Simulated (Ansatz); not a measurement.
# AlRu: the cost of one run

Computed with Ansatz 0.2.0 (DFT PBEsol, scalar-relativistic, plane waves, PAW, unless a step's input says otherwise).

2 further runs of the same task are left out: 2 set aside as unsound or not needed. Runs told in other sessions of the task aren't counted.

### Step 1. The starting structure

Symmetry: Pm-3m, No. 221, cubic system. Conventional cell: a = 2.976 Å, b = 2.976 Å, c = 2.976 Å, α = 90.00°, β = 90.00°, γ = 90.00°. Al (site symmetry m-3m) has 8 Ru at 2.58 Å in its first shell of neighbours. Around Ru (site symmetry m-3m) lie 8 Al at 2.58 Å.

Structure file:

```
CELL_PARAMETERS angstrom
0.00000 -2.97641 0.00000
0.00000 0.00000 -2.97641
8.92922 0.00000 0.00000
ATOMIC_POSITIONS crystal
Al 0.00000 0.00000 0.33333
Al 0.00000 0.00000 0.66667
Al 0.00000 0.00000 0.00000
Ru 0.50000 0.50000 0.16667
Ru 0.50000 0.50000 0.50000
Ru 0.50000 0.50000 0.83333
```

It is built from the cell relaxed beforehand with the same method (13.18 Å³/atom).

### Step 2. The reference cell

The cell is repeated 3 times, 6 atoms in all. The reference gives a free energy of -19026.9450 eV, pressure -0.03 GPa, largest force 0.000 eV/Å and gap on the mesh none (metal). It was computed beforehand with the settings of the runs below.

### Step 3. The scan: pulling the crystal apart

The cut lies on the cell's a–b face, a (1 0 0) plane of area 8.86 Å², between layers 1.49 Å apart (Al below, Ru above); the cell is 8.9 Å thick. Vector c is lengthened by d along the normal with the atoms' Cartesian places fixed: one unrelaxed cut per cell.

### Step 4. Point d = 1.00 Å

Contents of input.yaml:

```yaml
crystal:
  lattice:
    - [0.0, -2.9764078218, 0.0]
    - [0.0, 0.0, -2.9764078218]
    - [9.9292234653, 0.0, 0.0]
  atoms:
    - { symbol: Al, position: [0.0, 0.0, 0.2248068093] }
    - { symbol: Al, position: [0.0, 0.0, 0.5245692058] }
    - { symbol: Al, position: [0.0, 0.0, 0.8243316024] }
    - { symbol: Ru, position: [0.5, 0.5, 0.074925611] }
    - { symbol: Ru, position: [0.5, 0.5, 0.3746880076] }
    - { symbol: Ru, position: [0.5, 0.5, 0.6744504041] }
basis:
  ecutwfc: 420
kpoints:
  mp_grid: { grid: [20, 20, 7] }
hamiltonian:
  xc: pbesol
scf:
  occupations: { method: gaussian, width: 0.15 }
output:
  forces: true
  stress: true
  eigenvalues: true
```

On the command line:

```sh
$ ansatz run input.yaml --threads 2 --pin off --max-ram 5120MiB --backend cpu --events-out ev --progress --plain --runs-dir out
```

What time and memory should one allow on 2 threads of Intel Xeon Platinum 8259CL at 2.50GHz (Skylake/Cascade Lake), shared host?

About 27 s, with a peak of 0.83 GiB.
